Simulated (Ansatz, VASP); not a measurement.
Be in VASP and in Ansatz

```xyz
6
Lattice="2.2613 0.0000 0.0000 -1.1307 1.9583 0.0000 0.0000 0.0000 18.0673" Properties=species:S:1:pos:R:3 pbc="T T T"
Be    1.6960    0.3264    4.5000
Be   -0.5653    1.6320    6.3367
Be    1.6960    0.3264    8.1360
Be   -0.5653    1.6320    9.9313
Be    1.6960    0.3264   11.7306
Be   -0.5653    1.6320   13.5673
```

Alike in both runs: task single point; functional PBE; k mesh 21 × 21 × 1; occupations fermi-dirac, width 0.05 eV; no spin polarisation.

|  | VASP | Ansatz |
| --- | --- | --- |
| version | VASP 6.6.1 | Ansatz 0.2.0 |
| potentials or method | VASP PAW PBE potentials, release 64 (Be), cutoff 520 eV | all-electron LAPW, scalar-relativistic |

```csv
,VASP,Ansatz,Ansatz less VASP
rms of the force components (eV/Å),0.003,0.001,-0.0018
```

Atom by atom the forces differ by 0.002 eV/Å (rms over components). Ansatz ran all-electron here, so the differences hold the error of VASP's frozen core and of both bases. Ansatz warned: «vacuum_density_over_bound».
